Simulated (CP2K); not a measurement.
HfC:

```
Hf C
1.0
     3.28805    0.00000    0.00000
     1.64402    2.84753    0.00000
     1.64402    0.94918    2.68468
Hf C
1 1
Cartesian
  3.2880 1.8984 1.3423
  0.0000 0.0000 0.0000
```

Program: CP2K 2026.2. Alike in all runs: task band structure; potentials or basis POTENTIAL_UZH Hf GTH-PBE-q12, C GTH-PBE-q4; TZVP-MOLOPT-PBE-GTH basis; no spin polarisation; cell as given; k mesh 10 × 10 × 10; smearing fermi-dirac 0.05 eV.

Task: Order these runs on this cell by their pressure, lowest first.
A. level PBEsol
B. level vdW-DF2; cutoff of the non-local correlation (Ry) 300
C. level rev-vdW-DF2; cutoff of the non-local correlation (Ry) 300
D. level r2SCAN
E. level LDA

Result: E (-9.1 GPa), A (-6.5 GPa), C (-3.1 GPa), D (-0.9 GPa), B (9.3 GPa).

Caveats: the potentials were made for another functional, which shifts forces and pressure; the basis of atomic orbitals isn't converged, which shifts pressures, moduli and gaps.
